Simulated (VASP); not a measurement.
# CdSe (Fm-3m) in VASP: electric field gradients with PBEsol

Aim: the electric field gradients of CdSe with PBEsol.

All numbers are computed with VASP 6.6.1; they aren't measurements. Logs are shortened: lines on timing, memory, paths and dates and some standing lists are left out, and cuts for length are marked.

## 1. The undisturbed crystal

The structure is cubic, space group Fm-3m (No. 225). The conventional cell has a = 5.748 Å, b = 5.748 Å, c = 5.748 Å, α = 90.00°, β = 90.00°, γ = 90.00°. Cd (site symmetry m-3m) is surrounded by 6 Se at 2.87 Å. Se (site symmetry m-3m) is surrounded by 6 Cd at 2.87 Å.

Measurements of this composition are mostly on another form, of space group No. 186.

## 2. Electric field gradients, PBEsol (volume scaled by 1.06, crystal datasets)

Contents of INCAR:

```
SYSTEM = CdSe
  PREC = Accurate
  ENCUT = 520
  EDIFF = 1E-8
  ISMEAR = -1
  SIGMA = 0.05
  LREAL = .False.
  LASPH = .True.
  NELM = 100
  ALGO = Normal
  ISIF = 2
  LWAVE = .False.
  LCHARG = .False.
  GGA = PS
  LEFG = .True.
  NBANDS = 16
```

Contents of KPOINTS:

```
regular mesh
0
Gamma
  11 11 11
  0 0 0
```

Contents of POSCAR:

```
CdSe
1.0
    0.0000000000      2.9303244279      2.9303244279
    2.9303244279      0.0000000000      2.9303244279
    2.9303244279      2.9303244279      0.0000000000
Cd Se
1 1
Direct
    0.0000000000      0.0000000000      0.0000000000
    0.5000000000      0.5000000000      0.5000000000
```

Potentials or basis: VASP PAW PBE potentials, release 64 (Cd, Se).

Started as:

```
> cat potpaw_PBE.64/Cd/POTCAR potpaw_PBE.64/Se/POTCAR > POTCAR
> mpirun -np 1 vasp_std > vasp.out
```

OUTCAR:

```text
SYSTEM = CdSe
   PREC = Accurate
   ENCUT = 520
   EDIFF = 1E-8
   ISMEAR = -1
   LREAL = .False.
   LASPH = .True.
   NELM = 100
   ISIF = 2
   GGA = PS

 ion  position               nearest neighbor table
   1  0.000  0.000  0.000-   2 2.93   2 2.93   2 2.93   2 2.93   2 2.93   2 2.93
   2  0.500  0.500  0.500-   1 2.93   1 2.93   1 2.93   1 2.93   1 2.93   1 2.93

  LATTYP: Found a face centered cubic cell.
 ALAT       =     5.8606488558

  Lattice vectors:

 A1 = (   0.0000000000,   2.9303244279,   2.9303244279)
 A2 = (   2.9303244279,   0.0000000000,   2.9303244279)
 A3 = (   2.9303244279,   2.9303244279,   0.0000000000)

Analysis of symmetry for initial positions (statically):
=====================================================================
 Subroutine PRICEL returns:
 Original cell was already a primitive cell.

 Routine SETGRP: Setting up the symmetry group for a
 face centered cubic supercell.

 Subroutine GETGRP returns: Found 48 space group operations
 (whereof 48 operations were pure point group operations)
 out of a pool of 48 trial point group operations.

The static configuration has the point symmetry O_h .

Analysis of symmetry for dynamics (positions and initial velocities):
=====================================================================
 Subroutine PRICEL returns:
 Original cell was already a primitive cell.

 Routine SETGRP: Setting up the symmetry group for a
 face centered cubic supercell.

 Subroutine GETGRP returns: Found 48 space group operations
 (whereof 48 operations were pure point group operations)
 out of a pool of 48 trial point group operations.

The dynamic configuration has the point symmetry O_h .

 Subroutine INISYM returns: Found 48 space group operations
 (whereof 48 operations are pure point group operations),
 and found     1 'primitive' translations

----------------------------------------------------------------------------------------

                                     Primitive cell

  volume of cell :      50.3242

  direct lattice vectors                    reciprocal lattice vectors
     0.000000000  2.930324428  2.930324428    -0.170629571  0.170629571  0.170629571
     2.930324428  0.000000000  2.930324428     0.170629571 -0.170629571  0.170629571
     2.930324428  2.930324428  0.000000000     0.170629571  0.170629571 -0.170629571

  length of vectors
     4.144104548  4.144104548  4.144104548     0.295539086  0.295539086  0.295539086

  position of ions in fractional coordinates (direct lattice)
     0.000000000  0.000000000  0.000000000
     0.500000000  0.500000000  0.500000000

  ion indices of the primitive-cell ions
   primitive index   ion index
                 1           1
                 2           2

----------------------------------------------------------------------------------------

 KPOINTS: regular mesh

Automatic generation of k-mesh.
 Grid dimensions read from file:
 generate k-points for:   11   11   11

 Generating k-lattice:

  Cartesian coordinates                     Fractional coordinates (reciprocal lattice)
    -0.015511779  0.015511779  0.015511779     0.090909091  0.000000000  0.000000000
     0.015511779 -0.015511779  0.015511779     0.000000000  0.090909091  0.000000000
     0.015511779  0.015511779 -0.015511779     0.000000000  0.000000000  0.090909091

  Length of vectors
     0.026867190  0.026867190  0.026867190

  Shift w.r.t. Gamma in fractional coordinates (k-lattice)
     0.000000000  0.000000000  0.000000000

 Subroutine IBZKPT returns following result:
 ===========================================

 Found     56 irreducible k-points:

 Following reciprocal coordinates:
            Coordinates               Weight
  0.000000  0.000000  0.000000      1.000000
  0.090909  0.000000  0.000000      8.000000
  0.181818  0.000000  0.000000      8.000000
  0.272727  0.000000  0.000000      8.000000
  0.363636  0.000000  0.000000      8.000000
  0.454545  0.000000  0.000000      8.000000
[... 16 lines left out ...]
 -0.272727  0.181818  0.000000     24.000000
 -0.181818  0.181818  0.000000     12.000000
 [... further k-points ...]
   k-points           NKPTS =     56   k-points in BZ     NKDIM =     56   number of bands    NBANDS=     16
   number of dos      NEDOS =    301   number of ions     NIONS =      2
   total plane-waves  NPLWV =  32768
   dimension x,y,z NGX =    32 NGY =   32 NGZ =   32
   dimension x,y,z NGXF=    64 NGYF=   64 NGZF=   64
   ions per type =               1   1
   NGX,Y,Z   is equivalent  to a cutoff of  12.84, 12.84, 12.84 a.u.
   NGXF,Y,Z  is equivalent  to a cutoff of  25.67, 25.67, 25.67 a.u.
 SYSTEM =  CdSe
   PREC   = accura    normal or accurate (medium, high low for compatibility)
   ISTART =      0    job   : 0-new  1-cont  2-samecut
   ICHARG =      2    charge: 1-file 2-atom 10-const
   ISPIN  =      1    spin polarized calculation?
   LNONCOLLINEAR =      F non collinear calculations
   LSORBIT =      F    spin-orbit coupling
   LASPH  =      T    aspherical Exc in radial PAW
   ENCUT  =  520.0 eV  38.22 Ry    6.18 a.u.   7.71  7.71  7.71*2*pi/ulx,y,z
   NELM   =    100;   NELMIN=  2; NELMDL= -5     # of ELM steps
   EDIFF  = 0.1E-07   stopping-criterion for ELM
   LREAL  =      F    real-space projection
   EDIFFG = 0.1E-06   stopping-criterion for IOM
   NSW    =      0    number of steps for IOM
   IBRION =     -1    ionic relax: 0-MD 1-quasi-New 2-CG
   NFREE  =      0    steps in history (QN), initial steepest desc. (CG)
   ISIF   =      2    stress and relaxation
   ISYM   =      2    0-nonsym 1-usesym 2-fastsym
   POTIM  = 0.5000    time-step for ionic-motion
   TEBEG  =    0.0;   TEEND  =   0.0 temperature during run
   PSTRESS=    0.0 pullay stress
   NELECT =      18.0000    total number of electrons
   NUPDOWN=      -1.0000    fix difference up-down
   EMIN   =  10.00;   EMAX   =-10.00  energy-range for DOS
   EFERMI =   0.00;   METHOD = LEGACY
   ISMEAR =    -1;   SIGMA  =   0.05  broadening in eV -4-tet -1-fermi 0-gaus
   EFERMI_NEDOS =   21; number of points for ismear=-14 and -15
   IALGO  =     38    algorithm
   IMIX   =      4    mixing-type and parameters
     AMIX     =   0.40;   BMIX     =  1.00
     AMIX_MAG =   1.60;   BMIX_MAG =  1.00
  volume/ion in A,a.u.               =      25.16       169.80
  Fermi-wavevector in a.u.,A,eV,Ry     =   1.162091  2.196033 18.374048  1.350454
  Thomas-Fermi vector in A             =   2.298655
   LORBIT       =      0    0 simple, 1 ext, 2 COOP (PROOUT), +10 PAW based schemes
   GGA     = PS    functional components
   LHFCALC =     F    Hartree Fock is set to
   AEXX    =    0.0000 exact exchange contribution
   IVDW    =     0    specifies the selected vdW correction
   LEPSILON=     F    determine dielectric tensor
   LRPA    =     F    only Hartree local field effects (RPA)
 non-spin polarized calculation
  energy-cutoff  :      520.00
  volume of cell :       50.32
 maximum number of plane-waves:      1375
   NGX = 15   NGY = 15   NGZ = 15

 number of electron      18.0000007 magnetization

 Free energy of the ion-electron system (eV)
  ---------------------------------------------------
  ext. energy  EPLUGINS =         0.00000000
  ---------------------------------------------------
  free energy    TOTEN  =        -5.87518316 eV

  energy without entropy =       -5.87092905  energy(sigma->0) =       -5.87305611

 E-fermi :   1.6726     XC(G=0):  -9.9150

 val. band max:        1.6245481350   @ k =  -0.1818   0.1818   0.0000
 cond. band min:       1.9325083540   @ k =   0.4545   0.3636   0.0000
 fundamental gap:      0.3079602190
 Fermi energy:         1.6725805511

 k-point     1 :       0.0000    0.0000    0.0000
  band No.  band energies     occupation
      1     -10.9520      2.00000
      2      -6.1327      2.00000
      3      -6.1327      2.00000
      4      -6.1164      2.00000
      5      -6.1164      2.00000
      6      -6.1164      2.00000
[... 8 lines left out ...]
     15      10.9991      0.00000
     16      10.9991      0.00000
[... 419 lines left out ...]
 k-point    24 :      -0.1818    0.1818    0.0000
  band No.  band energies     occupation
      1     -10.4935      2.00000
      2      -6.2599      2.00000
      3      -6.2086      2.00000
      4      -6.1341      2.00000
      5      -6.0649      2.00000
      6      -6.0177      2.00000
[... 8 lines left out ...]
     15      12.5853      0.00000
     16      13.5587      0.00000

 [... further k-points ...]

------------------------ aborting loop because EDIFF is reached ----------------------------------------

  FORCE on cell =-STRESS in cart. coord.  units (eV):
  Direction    XX          YY          ZZ          XY          YZ          ZX
  --------------------------------------------------------------------------------------
  -------------------------------------------------------------------------------------
  Total       -1.9420236     -1.9420236     -1.9420236      0.0000000     -0.0000000      0.0000000
  in kB      -61.8283947    -61.8283947    -61.8283947      0.0000000     -0.0000000      0.0000000
  external PRESSURE =     -61.8283947 kB  Pullay stress =       0.0000000 kB

 VOLUME and BASIS-vectors are now :
 -----------------------------------------------------------------------------
  energy-cutoff  :      520.00
  volume of cell :       50.32
      direct lattice vectors                 reciprocal lattice vectors
     0.000000000  2.930324428  2.930324428    -0.170629571  0.170629571  0.170629571
     2.930324428  0.000000000  2.930324428     0.170629571 -0.170629571  0.170629571
     2.930324428  2.930324428  0.000000000     0.170629571  0.170629571 -0.170629571

 POSITION                                       TOTAL-FORCE (eV/Angst)
 -----------------------------------------------------------------------------------
      0.00000      0.00000      0.00000         0.000000     -0.000000     -0.000000
      2.93032      2.93032      2.93032         0.000000      0.000000      0.000000
 -----------------------------------------------------------------------------------
    total drift:                                0.000000     -0.000000     -0.000000

  FREE ENERGIE OF THE ION-ELECTRON SYSTEM (eV)
  ---------------------------------------------------
  free  energy   TOTEN  =        -5.8751831592 eV

  energy  without entropy=       -5.8709290544  energy(sigma->0) =       -5.87305611

 Electric field gradients (V/A^2)
---------------------------------------------------------------------
 ion       V_xx      V_yy      V_zz      V_xy      V_xz      V_yz
---------------------------------------------------------------------
   1      -0.000     0.000    -0.000     0.002     0.002     0.002
   2       0.000     0.000    -0.000    -0.000    -0.000    -0.000
---------------------------------------------------------------------

 Electric field gradients after diagonalization (V/A^2)
 (convention: |V_zz| > |V_xx| > |V_yy|)
----------------------------------------------------------------------
 ion       V_xx      V_yy      V_zz     asymmetry (V_yy - V_xx)/ V_zz
----------------------------------------------------------------------
   1      -0.002    -0.002     0.004       0.000
   2       0.000     0.000    -0.001       0.000
----------------------------------------------------------------------

           NMR quadrupolar parameters

 Cq : quadrupolar parameter    Cq=e*Q*V_zz/h
 eta: asymmetry parameters     (V_yy - V_xx)/ V_zz
 Q  : nuclear electric quadrupole moment in mb (millibarn)
----------------------------------------------------------------------
 ion       Cq(MHz)       eta       Q (mb)
----------------------------------------------------------------------
   1       0.000       0.000       1.000
   2      -0.000       0.000       1.000
----------------------------------------------------------------------
```

Wall time 22 s (1 thread of Intel Xeon Platinum 8488C (Sapphire Rapids), shared host); peak memory 0.2 GiB.

Results:

```yaml
Free_energy: -5.8752 eV
Pressure: -6.2 GPa
Band_gap_on_the_k_mesh: none (metal or under the smearing width)
```

Levels at points of the mesh, in eV from the Fermi level:
```csv
k point,band 5,band 6,band 7,band 8,band 9,band 10,band 11,band 12,band 13,band 14
"(0.00, 0.00, 0.00)",-7.79,-7.79,-0.57,-0.57,-0.57,-0.27,8.49,8.49,8.49,9.33
```

Electric field gradients, principal values (V/Å²):
```tsv
atom	Vxx	Vyy	Vzz
1 Cd	-0.002	-0.002	0.004
2 Se	0.000	0.000	-0.001
```

Caveat: the PAW data sets were made with another functional, which shifts forces and pressure a little.
